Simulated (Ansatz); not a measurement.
# Te2Mo: course of a relaxation

Theory: DFT PBE, scalar-relativistic, plane waves, PAW (Ansatz 0.2.0). Settings: 420 eV cutoff, 12×12×12 k-mesh, Gaussian smearing of 0.02 eV, no spin polarisation.

What was changed in MoS2: S → Te on all its sites, cell and atoms relaxed.

Command:

```bash
ansatz run input.yaml --threads 1 --pin off --max-ram 2560MiB --backend cpu --events-out ev --progress --plain --runs-dir out
```

Input:

```yaml
crystal:
  lattice:
    - [1.7772538738, 1.0260980025, 8.2671603527]
    - [-1.7772538738, 1.0260980025, 8.2671603527]
    - [0.0, -2.0521960049, 8.2671603527]
  atoms:
    - { symbol: Mo, position: [0.9997762244, 0.9997762244, 0.9997762244] }
    - { symbol: Te, position: [0.4060857833, 0.4060857833, 0.4060857833] }
    - { symbol: Te, position: [0.2601389923, 0.2601389923, 0.2601389923] }
basis:
  ecutwfc: 420
kpoints:
  mp_grid: { grid: [12, 12, 12] }
hamiltonian:
  xc: pbe
scf:
  occupations: { method: gaussian, width: 0.02 }
output:
  forces: true
  stress: true
  eigenvalues: true
relax:
  adjacent_minimum: "off"
  f_tol: 0.01
  max_steps: 60
  cell: { stress_tol: 0.1 }
```

F is the free energy. Steps run on the plane waves of an earlier cell, but the last one, and at times one on the way, on a freshly chosen basis, so a repeated geometry can differ a little in energy.

Steps:

| step | F − F(1) (eV) | largest force component (eV/Å) | V (Å³/atom) | P (GPa) |
| --- | --- | --- | --- | --- |
| 1 | 0.0000 | 0.016 | 30.153 | -0.06 |
| 2 | 0.0001 | 0.050 | 30.160 | 0.10 |
| 3 | -0.0001 | 0.002 | 30.138 | -0.01 |
| 4 | -0.0002 | 0.011 | 30.081 | 0.01 |
| 5 | -0.0006 | 0.042 | 29.722 | 0.09 |
| 6 | -0.0010 | 0.056 | 29.329 | 0.13 |
| 7 | -0.0015 | 0.041 | 28.980 | 0.10 |
| 8 | -0.0017 | 0.001 | 28.859 | -0.01 |
| 9 | -0.0011 | 0.001 | 28.859 | -0.01 |

Relaxed structure:

```yaml
crystal:
  lattice:
    - [1.77848, 1.02680, 7.90158]
    - [-1.77848, 1.02680, 7.90158]
    - [0.00000, -2.05361, 7.90158]
  atoms:
    - { symbol: Mo, position: [0.99977, 0.99977, 0.99977] }
    - { symbol: Te, position: [0.40938, 0.40938, 0.40938] }
    - { symbol: Te, position: [0.25685, 0.25685, 0.25685] }
```

The structure is trigonal, space group R3m (No. 160). The conventional cell has a = 3.557 Å, b = 3.557 Å, c = 23.705 Å, α = 90.00°, β = 90.00°, γ = 120.00°. Mo (site symmetry 3m) is surrounded by 6 Te at 2.74 Å. Te (site symmetry 3m) is surrounded by 3 Mo at 2.74 Å. Around Te (site symmetry 3m) lie 3 Mo at 2.74 Å.

The run converged. Time: 3.7 min on 1 thread of Intel(R) Xeon(R) 6975P-C (Granite Rapids), with other jobs on the host, peak memory 0.7 GiB.